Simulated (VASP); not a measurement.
Write the native input for VASP 6.6.1 that does the following.

```yaml
Task: band structure
Functional: PBE
Potentials_or_basis: VASP PAW PBE potentials, release 64 (Al)
Cutoff: 520 eV
k_mesh: 18 × 18 × 18
Occupations: gaussian, width 0.1 eV
Spin: no spin polarisation
Further_INCAR_settings: ALGO = Normal; EDIFF = 1e-06
```

Crystal: Al.

```
CELL_PARAMETERS angstrom
0.00000 2.02073 2.02073
2.02073 0.00000 2.02073
2.02073 2.02073 0.00000
ATOMIC_POSITIONS crystal
Al 0.00000 0.00000 0.00000
```

One way to write it, as run:

POSCAR

```
Al
1.0
    0.0000000000      2.0207280000      2.0207280000
    2.0207280000      0.0000000000      2.0207280000
    2.0207280000      2.0207280000      0.0000000000
Al
1
Direct
    0.0000000000      0.0000000000      0.0000000000
```

INCAR.step1

```
SYSTEM = Al
PREC     = Accurate       ! precision mode
ENCUT    = 520            ! plane-wave cutoff, eV
EDIFF    = 1E-6           ! SCF threshold, eV
ISMEAR   = 0              ! smearing method
SIGMA    = 0.1            ! smearing width, eV
LREAL    = .FALSE.        ! projectors in reciprocal space
LASPH    = .TRUE.         ! aspherical terms in the spheres
NELM     = 60             ! most SCF steps
ALGO     = Normal         ! electronic algorithm
ISIF     = 2              ! what is computed and relaxed
LWAVE    = .FALSE.        ! write WAVECAR
LCHARG   = .TRUE.         ! write CHGCAR
GGA      = PE             ! functional
```

KPOINTS.step1

```
Automatic mesh
0
G
  18 18 18
  0 0 0
```

INCAR.step2

```
SYSTEM = Al
PREC     = Accurate       ! precision mode
ENCUT    = 520            ! plane-wave cutoff, eV
EDIFF    = 1E-6           ! SCF threshold, eV
ISMEAR   = 0              ! smearing method
SIGMA    = 0.05           ! smearing width, eV
LREAL    = .FALSE.        ! projectors in reciprocal space
LASPH    = .TRUE.         ! aspherical terms in the spheres
NELM     = 60             ! most SCF steps
ALGO     = Normal         ! electronic algorithm
ISIF     = 2              ! what is computed and relaxed
LWAVE    = .FALSE.        ! write WAVECAR
LCHARG   = .FALSE.        ! write CHGCAR
GGA      = PE             ! functional
ICHARG   = 11             ! starting density
```

KPOINTS.step2

```
path GXWKGLUWLK,UX
15
line-mode
reciprocal
 0.0000000000  0.0000000000  0.0000000000  G
 0.5000000000  0.0000000000  0.5000000000  X

 0.5000000000  0.0000000000  0.5000000000  X
 0.5000000000  0.2500000000  0.7500000000  W

 0.5000000000  0.2500000000  0.7500000000  W
 0.3750000000  0.3750000000  0.7500000000  K

 0.3750000000  0.3750000000  0.7500000000  K
 0.0000000000  0.0000000000  0.0000000000  G

 0.0000000000  0.0000000000  0.0000000000  G
 0.5000000000  0.5000000000  0.5000000000  L

 0.5000000000  0.5000000000  0.5000000000  L
 0.6250000000  0.2500000000  0.6250000000  U

 0.6250000000  0.2500000000  0.6250000000  U
 0.5000000000  0.2500000000  0.7500000000  W

 0.5000000000  0.2500000000  0.7500000000  W
 0.5000000000  0.5000000000  0.5000000000  L

 0.5000000000  0.5000000000  0.5000000000  L
 0.3750000000  0.3750000000  0.7500000000  K

 0.6250000000  0.2500000000  0.6250000000  U
 0.5000000000  0.0000000000  0.5000000000  X
```

Potentials or basis: VASP PAW PBE potentials, release 64 (Al).

Launch:

```bash
$ cat potpaw_PBE.64/Al/POTCAR > POTCAR
$ cp INCAR.step1 INCAR
$ cp KPOINTS.step1 KPOINTS
$ mpirun -np 1 vasp_std > vasp.out
$ cp INCAR.step2 INCAR
$ cp KPOINTS.step2 KPOINTS
$ mpirun -np 1 vasp_std > vasp.out
```

Results of the run:

- Band gap along the path: none (metal or under the smearing width)

Caveat: the log is that of the step along the path at fixed density, whose energy, stress, charges and moments have no meaning.

Run time: 36 s on 1 thread of AMD EPYC 7R43 64-Core Processor (Zen 3), on a shared host, peak memory 0.1 GiB.
